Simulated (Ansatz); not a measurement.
# Is the response still linear at 0.4 V/Å? puckered SnSe bilayer, AA

The dipole of a slab grows in proportion to a weak field along its normal. Does the weak-field slope carry to a strong field?

How it was computed: Ansatz 0.2.0, plane waves with PAW datasets (its set soft_2), PBE-D3(BJ); atoms held at their relaxed places, 18 Å of vacuum, dipole correction, cell area 18.13 Å², 10×10 k-points, smearing 0.02585 eV. Without field the slab has a gap of 0.48 eV.

```tsv
run	field (V/Å)	dipole (e·Å)
run 1	−0.10	−0.11326
run 2	−0.05	−0.05664
run 3	0.00	0.00000
run 4	0.05	0.05664
run 5	0.10	0.11326
run 6	0.40	?
```

**Question.** What value belongs in the row marked “?”, and how far can the other rows tell?

A least-squares line through the 5 rows shown has slope 1.132640 and intercept 0.000000; no row lies more than 0.00001 e·Å off it. A perfect conductor with that slope would be 180.95 × 1.13264 / 18.13 = 11.30 Å thick. At 0.40 it gives 1.132640 × 0.40 + 0.000000 = 0.45306 e·Å, beyond the rows fitted. Rounding and scatter of the rows alone allow about ±0.00003 e·Å there.

The run itself gives 0.45341 e·Å: a miss of +0.00035 e·Å. That is under 1 % of the induced dipole, so the response is still linear.

**Limits.** Ions are held, so this is the electronic response. Of the series that stay linear within 1 %, this collection keeps about one in seven, and it keeps all that bend. With a small gap or none the response hangs on mesh and smearing, which were not varied here.

[Logs are printed without paths, hosts, clocks, repeated set-up lines and the standing remarks that a program may print on its own settings, such as how far it seeks lower states.]
